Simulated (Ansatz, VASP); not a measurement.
One calculation of ZnSe, two programs

File INCAR:

```
SYSTEM = ZnSe
PREC     = Accurate       ! precision mode
ENCUT    = 520            ! plane-wave cutoff, eV
EDIFF    = 1E-6           ! SCF threshold, eV
ISMEAR   = -1             ! smearing method
SIGMA    = 0.08           ! smearing width, eV
LREAL    = .False.        ! projectors in reciprocal space
LASPH    = .True.         ! aspherical terms in the spheres
NELM     = 60             ! most SCF steps
ALGO     = Normal         ! electronic algorithm
ISIF     = 2              ! what is computed and relaxed
LWAVE    = .False.        ! write WAVECAR
LCHARG   = .True.         ! write CHGCAR
GGA      = PE             ! functional
LELF     = .True.         ! ELF
LVHAR    = .True.       
NBANDS   = 16             ! bands
```

Contents of KPOINTS:

```
Automatic mesh
0
Gamma
  13 13 13
  0 0 0
```

File POSCAR:

```
ZnSe
1.0
    0.0000000000      2.7101895929      2.7101895929
    2.7101895929      0.0000000000      2.7101895929
    2.7101895929      2.7101895929      0.0000000000
Zn Se
1 1
Direct
    0.0000000000      0.0000000000      0.0000000000
    0.5000000000      0.5000000000      0.5000000000
```

Input for Ansatz:

```yaml
crystal:
  lattice:
    - [0.0, 2.7101895929, 2.7101895929]
    - [2.7101895929, 0.0, 2.7101895929]
    - [2.7101895929, 2.7101895929, 0.0]
  atoms:
    - { symbol: Zn, position: [0.0, 0.0, 0.0] }
    - { symbol: Se, position: [0.5, 0.5, 0.5] }
kpoints:
  mp_grid: { grid: [13, 13, 13] }
scf:
  occupations: { method: fermi_dirac, width: 0.08 }
hamiltonian:
  xc: pbe
  pseudopotentials: { kind: all_electron, lapw: { basis_error: 0.0005 } }
output:
  forces: true
  stress: true
  eigenvalues: true
```

Change from the starting cell: volume scaled by 1.03.

Alike in both runs: task single point; functional PBE; k mesh 13 × 13 × 13; occupations fermi-dirac, width 0.08 eV; no spin polarisation.

|  | VASP | Ansatz |
| --- | --- | --- |
| version | VASP 6.6.1 | Ansatz 0.2.0 |
| potentials or method | VASP PAW PBE potentials, release 64 (Zn, Se) | all-electron LAPW, scalar-relativistic |
| plane-wave cutoff (eV) | 520 | see its input |

```csv
,VASP,Ansatz,Ansatz less VASP
pressure (GPa),-1.7,-1.9,-0.17
```

Ansatz ran all-electron here, so the differences hold the error of VASP's frozen core and of both bases.
